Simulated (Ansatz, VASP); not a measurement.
# SnTe: VASP beside Ansatz

```
Sn Te
1.0
     0.00000    3.15714    3.15714
     3.15714    0.00000    3.15714
     3.15714    3.15714    0.00000
Sn Te
1 1
Direct
  0.00000 0.00000 0.00000
  0.50000 0.50000 0.50000
```

Alike in both runs: task single point; functional r2SCAN; k mesh 6 × 6 × 6; occupations fermi-dirac, width 0.02 eV; no spin polarisation.

|  | VASP | Ansatz |
| --- | --- | --- |
| version | VASP 6.6.1 | Ansatz 0.2.0 |
| potentials or method | VASP PAW PBE potentials, release 64 (Sn_d, Te) | plane waves, PAW |
| plane-wave cutoff (eV) | 520 | 500 |
| valence electrons in the cell | 20 | 30 |

```csv
,VASP,Ansatz,Ansatz less VASP
pressure (GPa),1.4,1.4,-0.01
```

The two sets of potentials don't hold the same shells in valence.

Caveats: the PAW data sets were made with another functional, which shifts forces and pressure a little (VASP).
